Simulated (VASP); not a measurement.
Runs of VASP 6.6.1 on Cu3Au (Auricupride). The structure is cubic, space group Pm-3m (No. 221). The conventional cell has a = 3.740 Å, b = 3.740 Å, c = 3.740 Å, α = 90.00°, β = 90.00°, γ = 90.00°. Around Au (site symmetry m-3m) lie 12 Cu at 2.64 Å. Cu (site symmetry 4/mmm) is surrounded by 4 Au at 2.64 Å and 8 Cu at 2.64 Å. 

```tsv
task	level	cell	cutoff (eV)	smearing	gap on the mesh (eV)	pressure (GPa)	relaxed volume (Å³/atom)
band structure	AM05	as given	520	fermi-dirac 0.05 eV	-	-3.6	-
single point	PBE	as given	520	gaussian 0.011 eV	none	5.7	-
relaxation of cell and atoms	PW91	relaxed	600	fermi-dirac 0.05 eV	none	0.0	(a)
relaxation of cell and atoms	AM05	relaxed	600	fermi-dirac 0.05 eV	none	0.0	12.78
```

Alike in all rows: potentials or basis VASP PAW PBE potentials, release 64 (Au, Cu); no spin polarisation; k mesh 7 × 7 × 7.

Problem. Fill in the values left out.

Solution. (a) 13.59.

Caveats: the PAW data sets were made with another functional, which shifts forces and pressure a little (some runs); spin-orbit coupling is left out, which moves the levels of the heavy elements (some runs).

A k mesh can miss the band edges, and the runs leave out spin-orbit coupling on Au.

A gap of «none» marks a metal or a gap under the smearing width.
